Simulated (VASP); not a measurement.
## WC: relaxation of cell and atoms with PBE

The system is WC.

```
CELL_PARAMETERS angstrom
0.00000 2.30211 2.30211
2.30211 0.00000 2.30211
2.30211 2.30211 0.00000
ATOMIC_POSITIONS crystal
W 0.00000 0.00000 0.00000
C 0.75000 0.75000 0.75000
```

The cell was built by a generator and needn't be a form met in nature.

- Program: VASP 6.6.1
- Task: relaxation of cell and atoms
- Functional: PBE
- Potentials or basis: VASP PAW PBE potentials, release 64 (W_sv, C)
- Cutoff: 600 eV
- k mesh: 10 × 10 × 10
- Occupations: gaussian, width 0.05 eV
- Spin: no spin polarisation
- Further INCAR settings: ALGO = Normal; EDIFF = 1e-06; IBRION = 2; EDIFFG = -0.02; NSW = 60; ISIF = 3

| Item | Value |
| --- | --- |
| Relaxed volume | 13.00 Å³/atom |
| Relaxed cell | a = 3.325 Å, b = 3.325 Å, c = 3.325 Å, α = 60.00°, β = 60.00°, γ = 60.00° |
| Space group after relaxing (to 0.05 Å) | F-43m (No. 216) |
| Energy gained by relaxing | 44.1 meV/atom |
| Ionic steps | 4 |
| Pressure after relaxing | -0.1 GPa |
| Band gap on the k mesh | none (metal or under the smearing width) |

The path:
```csv
step,energy change (eV),largest force (eV/Å),pressure (GPa),volume (Å³)
1,0.0000,0.0000,18.85,24.40
2,0.2789,0.0000,-27.14,29.83
3,-0.0880,0.0000,-0.78,26.06
4,-0.0882,0.0000,-0.06,25.99
```

Final structure:
```
W C
1.0
     0.00000    2.35108    2.35108
     2.35108    0.00000    2.35108
     2.35108    2.35108    0.00000
W C
1 1
Direct
  0.00000 0.00000 0.00000
  0.75000 0.75000 0.75000
```

Levels at points of the mesh, in eV from the Fermi level:
| k point | band 5 | band 6 | band 7 | band 8 | band 9 | band 10 | band 11 | band 12 | band 13 |
| --- | --- | --- | --- | --- | --- | --- | --- | --- | --- |
| (0.00, 0.00, 0.00) | -13.76 | -5.66 | -5.66 | -5.66 | -0.08 | -0.08 | 2.62 | 7.49 | 7.49 |
| (0.50, 0.00, 0.00) | -11.85 | -5.62 | -4.96 | -4.96 | 0.77 | 0.77 | 1.12 | 4.97 | 4.97 |
| (0.50, 0.50, 0.00) | -11.14 | -7.35 | -2.73 | -2.73 | -2.16 | 1.48 | 1.74 | 2.70 | 2.70 |

Wall time 38 s on 1 thread of AMD EPYC 9R45 (Zen 5), on a shared host, peak memory 0.14 GiB.

Spin-orbit coupling is left out, which matters for the levels of W.
